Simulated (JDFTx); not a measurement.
The system is Tl.

```
CELL_PARAMETERS angstrom
3.45600 0.00000 0.00000
-1.72800 2.99298 0.00000
0.00000 0.00000 5.52500
ATOMIC_POSITIONS crystal
Tl 0.66667 0.33333 0.75000
Tl 0.33333 0.66667 0.25000
```

```yaml
Program: JDFTx 1.7.0 (patched build)
Task: single point
Functional: PBE
Potentials_or_basis: PseudoDojo-SR-PBE-0.4.1-standard with smoothed tails
Cutoff: 844 eV
Density_cutoff: 6748 eV
k_mesh: 9 × 9 × 5
Occupations: fermi-dirac, width 0.05 eV
Spin: no spin polarisation
```

On this cell: pressure 3.3 GPa; largest force under 0.003 eV/Å; band gap on the k mesh none (metal or under the smearing width).

The same run follows on a disturbed copy (atoms moved at random, drawn with an rms of 0.05 Å):

```
Tl
1.0
     3.45600    0.00000    0.00000
    -1.72800    2.99298    0.00000
     0.00000    0.00000    5.52500
Tl
2
Direct
  0.66750 0.31964 0.74125
  0.32903 0.66275 0.24287
```

Problem. What does the disturbed cell give?

Solution. The energy (extrapolated to zero smearing) moves by +0.2 meV/atom; pressure 3.3 GPa; largest force 0.031 eV/Å; band gap on the k mesh none (metal or under the smearing width).

Forces on the atoms (eV/Å):
```
Tl  -0.008  0.007  0.029
Tl   0.008 -0.007 -0.029
```

Stress tensor (GPa, compression positive):
```
2.76 0.17 0.00
0.17 3.03 0.00
0.00 0.00 4.26
```
